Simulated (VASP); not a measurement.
InP: density of states with PBEsol

The system is InP.

```
In P
1.0
     0.00000    2.76883    2.76883
     2.76883    0.00000    2.76883
     2.76883    2.76883    0.00000
In P
1 1
Cartesian
  0.0000 0.0000 0.0000
  2.7688 2.7688 2.7688
```

Measurements of this composition are mostly on another form, of space group No. 216.

```json
{"Program": "VASP 6.6.1", "Task": "density of states", "Functional": "PBEsol", "Potentials or basis": "VASP PAW PBE potentials, release 64 (In_d, P)", "Cutoff": "520 eV", "k mesh": "8 × 8 × 8", "Occupations": "gaussian, width 0.02 eV", "Spin": "no spin polarisation", "k mesh for the DOS": "12 × 12 × 12", "Occupations for the DOS": "tetrahedron", "Further INCAR settings": "ALGO = Fast; EDIFF = 1e-06; NBANDS = 16"}
```

```yaml
Valence_electrons_inside_the_program's_atomic_spheres: In 11.34; P 2.45
```

Levels at points of the mesh, in eV from the Fermi level:
| k point | band 5 | band 6 | band 7 | band 8 | band 9 | band 10 | band 11 | band 12 | band 13 | band 14 |
| --- | --- | --- | --- | --- | --- | --- | --- | --- | --- | --- |
| (0.00, 0.00, 0.00) | -14.12 | -11.99 | -0.22 | -0.22 | -0.22 | 0.51 | 7.09 | 7.09 | 7.09 | 8.42 |
| (0.50, 0.00, 0.00) | -14.04 | -9.87 | -6.66 | 0.21 | 0.21 | 2.44 | 3.37 | 3.37 | 5.18 | 11.02 |
| (0.50, 0.50, 0.00) | -14.00 | -8.76 | -4.96 | -2.54 | -2.31 | -2.31 | 3.78 | 9.84 | 9.84 | 10.14 |

States per cell in windows of 1 eV (zero at the Fermi level; states under -8 eV left out):
| from (eV) | total | P2_p | In1_p | In1_s | P2_s | In1_d | P2_d |
| --- | --- | --- | --- | --- | --- | --- | --- |
| -8.0 | 0.00 | 0.00 | 0.00 | 0.00 | 0.00 | 0.00 | 0.00 |
| -7.0 | 0.20 | 0.03 | 0.00 | 0.07 | 0.00 | 0.00 | 0.00 |
| -6.0 | 0.91 | 0.11 | 0.02 | 0.29 | 0.04 | 0.01 | 0.00 |
| -5.0 | 0.70 | 0.10 | 0.04 | 0.15 | 0.06 | 0.01 | 0.00 |
| -4.0 | 0.74 | 0.14 | 0.08 | 0.08 | 0.03 | 0.01 | 0.00 |
| -3.0 | 1.05 | 0.25 | 0.14 | 0.05 | 0.02 | 0.02 | 0.00 |
| -2.0 | 1.19 | 0.33 | 0.14 | 0.04 | 0.02 | 0.03 | 0.00 |
| -1.0 | 1.22 | 0.40 | 0.10 | 0.04 | 0.01 | 0.04 | 0.00 |
| 0.0 | 0.49 | 0.12 | 0.05 | 0.07 | 0.01 | 0.01 | 0.00 |
| 1.0 | 0.60 | 0.10 | 0.08 | 0.12 | 0.02 | 0.01 | 0.00 |
| 2.0 | 0.84 | 0.12 | 0.12 | 0.14 | 0.05 | 0.02 | 0.00 |
| 3.0 | 0.52 | 0.04 | 0.13 | 0.02 | 0.03 | 0.01 | 0.00 |
| 4.0 | 1.58 | 0.13 | 0.32 | 0.03 | 0.06 | 0.06 | 0.00 |
| 5.0 | 1.25 | 0.17 | 0.20 | 0.05 | 0.02 | 0.05 | 0.00 |
| 6.0 | 1.39 | 0.23 | 0.21 | 0.06 | 0.02 | 0.05 | 0.00 |
| 7.0 | 1.19 | 0.21 | 0.16 | 0.03 | 0.01 | 0.05 | 0.00 |

Wall time 65 s on 1 thread of Intel(R) Xeon(R) Platinum 8259CL CPU @ 2.50GHz (Skylake/Cascade Lake), with other jobs on the host, peak memory 0.19 GiB.
